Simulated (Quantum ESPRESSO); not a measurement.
**Al: phonon spectrum and thermodynamics under several settings**

```xyz
1
Lattice="0.0000 2.0248 2.0248 2.0248 0.0000 2.0248 2.0248 2.0248 0.0000" Properties=species:S:1:pos:R:3 pbc="T T T"
Al    0.0000    0.0000    0.0000
```

All runs used Quantum ESPRESSO 7.5; k mesh 12 × 12 × 12; relaxed cell; no spin polarisation; cutoff 612 eV; occupations cold, width 0.2 eV; q mesh 4 × 4 × 4.

```tsv
level	potentials	volume (Å³/atom)	highest frequency (cm⁻¹)	zero-point energy (meV/atom)	entropy at room temperature (k_B/atom)
LDA	GBRV 1.5 LDA	?	?	?	?
PBE	GBRV 1.5 PBE	16.53	341	38.0	3.32
PBEsol	GBRV 1.5 PBEsol	16.20	349	39.3	3.23
```

Q: What stands in the row left open?

A: Volume 15.84 Å³/atom; highest frequency 350 cm⁻¹; zero-point energy 39.3 meV/atom; entropy at room temperature 3.23 k_B/atom.
